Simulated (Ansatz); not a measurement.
# Ti2COS MXene monolayer in a perpendicular field, part 3 of 3

Aim: how the Ti2COS MXene monolayer screens a field along its normal, and what the field does to its bands. A positive field points along +c.

Ansatz 0.2.0; plane-wave DFT, PBE-D3(BJ), Ansatz PAW.

So far. Step 8 (Atoms held, field 0.35 V/Å): The dipole is 0.119 e·Å, 0.103 e·Å from its value without field.

## Step 9: Response, atoms held

This step: plane-wave DFT, PBE-D3(BJ), Ansatz PAW; response to a field along the normal, atoms held (Ansatz 0.2.0).

The dipoles give the slope, and the difference of two potentials shows where the field is screened.

Numbers from this step:

```yaml
equivalent_conductor_thickness_p_eps_0ae: 6.510 Å
distance_between_the_outer_atoms: 4.988 Å
```

The dipole of the cell by applied field:

```
applied field (V/Å)  dipole of the cell (e·Å)
             -0.200                   -0.0434
             -0.100                   -0.0139
              0.000                    0.0156
              0.100                    0.0451
              0.200                    0.0747
              0.350                     0.119
```

Local field over the applied field, running mean. From the potentials at -0.1 and 0.1 V/Å; running mean over 2.5 Å. Local field over applied field against z:

```
z (Å)  local field over applied field
 4.02                           1.000
 4.45                           0.999
 4.88                           0.998
 5.17                           0.996
 5.60                           0.989
 6.03                           0.972
 6.47                           0.932
 6.90                           0.852
 7.18                           0.772
 7.61                           0.628
 8.05                           0.473
 8.48                           0.314
 8.91                           0.175
 9.34                          0.0835
 9.63                          0.0505
10.06                          0.0286
10.49                          0.0209
10.92                          0.0233
11.35                          0.0300
11.64                          0.0336
12.07                          0.0370
12.50                          0.0460
12.93                          0.0769
13.36                           0.140
13.65                           0.208
14.08                           0.337
14.51                           0.484
14.94                           0.636
15.37                           0.774
15.80                           0.885
16.09                           0.935
16.52                           0.975
16.95                           0.991
17.38                           0.997
17.82                           0.999
18.10                           1.000
18.53                           1.000
18.96                           1.000
```

Electrons, planar mean, per unit field. Table of induced electron density by z:

```
z (Å)  induced electron density (e/Å³ per V/Å)
  4.5                                   3.2e-6
  5.0                                   1.1e-5
  5.5                                   3.7e-5
  6.0                                   1.2e-4
  6.5                                   3.5e-4
  7.0                                   9.7e-4
  7.5                                  0.00233
  8.0                                  0.00375
  8.5                                  0.00222
  9.0                                   9.6e-4
  9.5                                   7.0e-4
 10.0                                  -6.9e-4
 10.5                                  -2.2e-4
 11.0                                   1.6e-4
 11.5                                   9.7e-5
 12.0                                   1.7e-4
 12.5                                  -6.2e-4
 13.0                                  -6.0e-5
 13.5                                  -7.6e-4
 14.0                                 -0.00156
 14.5                                 -0.00361
 15.0                                 -0.00274
 15.5                                 -0.00109
 16.0                                  -3.6e-4
 16.5                                  -1.1e-4
 17.0                                  -2.9e-5
 17.5                                  -7.8e-6
 18.0                                  -2.1e-6
 18.5                                  -5.4e-7
```

By hand: between -0.1 and 0.1 V/Å the dipole changes by 0.05904 e·Å, a slope of 0.2952 e·Å²/V. A perfect conductor of thickness t has p = ε₀AEt, so t = 180.95 × 0.2952 / 8.204 = 6.51 Å (e/ε₀ = 180.95 V·Å, A in Å²).

The induced dipole is that of a conductor 6.51 Å thick.

## Step 10: A changed input

This step: plane-wave DFT, PBE-D3(BJ), Ansatz PAW (Ansatz 0.2.0).

An input spoilt on purpose, to show how the run answers: it repeats the earlier run at 0.1 V/Å with kpoints.band_path from band_path to band_pat, and scf.max_iter set to 80.

Input file input.yaml:

```yaml
crystal:
  lattice:
    - [3.077882823, 0.0, 0.0]
    - [-1.5389414115, 2.6655247146, 0.0]
    - [0.0, 0.0, 22.987624457]
  atoms:
    - { symbol: S, position: [0.3333333333, 0.6666666667, 0.3915150092] }
    - { symbol: Ti, position: [0.6666666667, 0.3333333333, 0.4611297227] }
    - { symbol: C, position: [0.0, 0.0, 0.5127241538] }
    - { symbol: Ti, position: [0.3333333333, 0.6666666667, 0.5700825496] }
    - { symbol: O, position: [0.6666666667, 0.3333333333, 0.6084849908] }
kpoints:
  mp_grid: { grid: [18, 18, 1] }
  band_pat:
    path: [[0, 0, 0], [0.5, 0, 0], [0.33333333, 0.33333333, 0], [0, 0, 0]]
    npoints: 16
hamiltonian:
  xc: pbe
  dispersion: d3bj
scf:
  occupations: { method: fermi_dirac, width: 0.02585 }
  convergence: { dr2_threshold: 1.0e-10 }
  max_iter: 80
efield:
  axis: 3
  dipole_correction: true
  ramp_position: 0.9311
  ramp_width: 0.1232
  amplitude: 0.1
output:
  write_potential: true
  write_density: true
  volumetric_format: npy
```

Launch:

```console
$ ansatz run input.yaml --threads 4 --pin off --max-ram 6144MiB --backend cpu --events-out ev --progress --plain --runs-dir out
```

Numbers of over 12 decimals in the logs are rounded to 6 here.

Output:

```text
Error: YAML parse error: error: line 14 column 3: unknown field `band_pat`, expected one of mp_grid, list, band_path, initial_grid, further_shifts
  --> <input>:14:3
   |
12 | kpoints:
13 |   mp_grid: { grid: [18, 18, 1] }
14 |   band_pat:
   |   ^ unknown field `band_pat`, expected one of mp_grid, list, band_path, initial_grid, further_shifts
15 |     path: [[0, 0, 0], [0.5, 0, 0], [0.33333333, 0.33333333, 0], [0,…
16 |     npoints: 16
   |
```

Wall time 0.03 s (4 threads of Intel Xeon Platinum 8488C (Sapphire Rapids), shared host); peak memory 0.028 GiB.

The program refused the input before any cycle.

The program's message: “Error: YAML parse error: error: line 14 column 3: unknown field `band_pat`, expected one of mp_grid, list, band_path, initial_grid, further_shifts”

A key was misspelt on purpose.

## Step 11: Varying the input

An input spoilt on purpose, to show how the run answers: it repeats the earlier run at 0.1 V/Å with crystal.atoms[0].position to [0.16244933, 0.0, 0.51272415], and scf.max_iter set to 50.

input.yaml, the sections that differ from step 10:

```yaml
crystal:
  lattice:
    - [3.077882823, 0.0, 0.0]
    - [-1.5389414115, 2.6655247146, 0.0]
    - [0.0, 0.0, 22.987624457]
  atoms:
    - { symbol: S, position: [0.16244933, 0.0, 0.51272415] }
    - { symbol: Ti, position: [0.6666666667, 0.3333333333, 0.4611297227] }
    - { symbol: C, position: [0.0, 0.0, 0.5127241538] }
    - { symbol: Ti, position: [0.3333333333, 0.6666666667, 0.5700825496] }
    - { symbol: O, position: [0.6666666667, 0.3333333333, 0.6084849908] }
kpoints:
  mp_grid: { grid: [18, 18, 1] }
  band_path:
    path: [[0, 0, 0], [0.5, 0, 0], [0.33333333, 0.33333333, 0], [0, 0, 0]]
    npoints: 16
scf:
  occupations: { method: fermi_dirac, width: 0.02585 }
  convergence: { dr2_threshold: 1.0e-10 }
  max_iter: 50
# hamiltonian, efield, output: as in step 10
```

Output:

```text
[...]
Crystal: 5 atoms, lattice volume = 188.594 Å³
Basis set: ecut = 420 eV, 3653 PW (Γ)
Bands: 25, of which v1, the nominal top of the filled ones, is band 20 counted from 1 (19 counted from 0)
Symmetry: 1 space group operations
[...]
k-points: 164 of 324 (time reversal used)
[...]
SCF iter   1: F=—  HF=-6475.675349 eV  |F-HF|=—  |Δ(HF+E_count)|=         —  Δρ=2.32e-1  dr2=1.32e2  ethr=3.10e-3  p=0.028 e·Å  D=2.67e-2 V/Å  ΔV_dip=-0.61 eV  dr2_dipole=2.58e0  V_vac-E_F(+/−)=11.84/10.59 eV  ⟨swp⟩=12.3  Hψ=33469  notcnv=0
[...]
SCF iter  19: F=-6446.229825 eV  HF=-6446.229825 eV  |F-HF|=1.64e-11  |Δ(HF+E_count)|=  1.36e-10  Δρ=7.60e-8  dr2=2.37e-11  ethr=1.00e-12  p=-0.037 e·Å  D=-3.54e-2 V/Å  ΔV_dip=0.81 eV  dr2_dipole=6.31e-13  V_vac-E_F(+/−)=6.30/3.62 eV  ⟨swp⟩=8.9  Hψ=18800  notcnv=0
SCF 1 converged in 19 iterations: F = -6446.229825 eV  dr2 = 2.37e-11
[...]
SCF converged after 19 iterations
Free energy (F): -6446.229825 eV
[...]
Internal energy: -6446.217649 eV  (E = F + TS)
E sigma→0 (E₀):  -6446.223737 eV
Entropy (-TS):   -0.012176 eV (-2.435 meV/atom)
Fermi energy:    0.489076 eV
Dipole field:    D = -0.035387 V/Å  (p = -0.036881 e·Å, saw-weighted, corrected)
Work function:   not extracted (applied field tilts the vacuum); planar V_es + V_field profile in the machine report
[...]
--- Band table (eV; the first three rows and the last of 164) ---
  k-point 0: bands = [... 16 lower, -2.9059, -2.0404, -1.3252, -0.4566, -0.0287, 0.4301, 1.1276, 1.9639, ... 1 higher]
  k-point 1: bands = [... 16 lower, -2.8868, -2.0595, -1.2910, -0.4596, -0.0735, 0.5237, 1.1941, 2.0119, ... 1 higher]
  k-point 2: bands = [... 16 lower, -2.8449, -2.0882, -1.2031, -0.4948, -0.0836, 0.7402, 1.3581, 2.1216, ... 1 higher]
  k-point 163: bands = [... 16 lower, -2.6716, -0.4108, 0.4622, 0.6401, 1.0639, 1.4756, 2.3682, 2.8008, ... 1 higher]
```

Wall time 62 s (4 threads); peak memory 1.1 GiB; 4 min of CPU time.

```
                     quantity  this run  earlier run  difference
dipole along the normal (e·Å)  -0.03688      0.04513      -0.082
```

It moves by -0.082 e·Å.

The fault (atoms that overlap) shows in the results, which are not taken further.

## Step 12: Results

```json
{"gap without field": "none", "work function, upper face": "5.55 eV", "step between the vacuum levels": "-0.344 eV", "equivalent conductor thickness, atoms held": "6.51 Å"}
```

What this shows: The induced dipole equals that of a perfect conductor 6.51 Å thick, while the outer atoms lie 4.99 Å apart. The two faces differ: the vacuum level above lies 0.34 eV lower than the one below. There is no gap over 0.03 eV, with or without the field. The first relaxation ran with spin and lost its moment, and the later runs have none; other magnetic states were not tried. The MXene's terminations sit over the metal atoms of its far layer; the site over carbon or nitrogen, which some compounds prefer, was not run.

[Logs are printed without paths, hosts, clocks, repeated set-up lines and the standing remarks that a program may print on its own settings, such as how far it seeks lower states.]

[Hosts, paths, dates, database ids (printed as entryN), source tags and the programs' standing remarks are cut or masked in the printed files.]

[Maps of the electrostatic potential energy from Ansatz leave out the sawtooth potential of an applied field or a dipole correction, so their vacuum need not be flat; planar profiles and work functions include it.]
